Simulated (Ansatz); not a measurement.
# Does Ti3PbO7 in P2_1/m form from PbO and TiO2?

Plane-wave DFT in Ansatz with scalar-relativistic PAW potentials, cutoff 420 eV, Γ-centred meshes chosen by cell and gap, Gaussian smearing with energies taken to zero width. Every cell was relaxed (cell and atoms) in a run of its own, within the symmetry of its start. Functional: PBEsol.

The ternary relaxed to P2_1/m, 22 atoms in the computed cell, a = 6.591 Å, b = 3.792 Å, c = 10.717 Å, β = 98.1°; sites (symmetry × multiplicity) Ti m × 2 + m × 2 + m × 2, Pb m × 2, O m × 2 + m × 2 + m × 2 + m × 2 + m × 2 + m × 2 + m × 2.

Total energies hold large constants for each element; a whole number of eV per atom of each element is taken off below, which cancels in a balanced reaction.

```tsv
compound	lowest structure computed	structures tried	V (Å³/atom)	gap on mesh (eV)	E (eV per formula unit, common shift removed)
Ti3PbO7	P2_1/m	1	12.05	2.01	-32.3852
PbO	P4/nmm	3	20.18	1.23	-2.4548
TiO2	I4_1/amd	8	11.31	2.15	-9.8667
```

Problem. Balance the reaction and work out its energy at 0 K.

Solution. The balance is PbO + 3 TiO2 → Ti3PbO7. ΔE = -0.330 eV per formula unit, -30 meV/atom, and the volume changes by -6.8 %. The ternary lies below these binaries, so it can form from them; whether it is stable also hangs on other ternaries and on other oxidation states, which this balance leaves out. Against the elements it is bound by 2.80 eV/atom, 93 times the size of this reaction energy: most of the binding is already in the binaries, and stability is decided by the small rest. A lower form of a binary that wasn't tried would raise the value, and a lower form of the ternary would lower it.

Spin-orbit coupling is left out, which matters for the bands of heavy elements. For Tl, Pb and Bi spin-orbit coupling shifts energies too.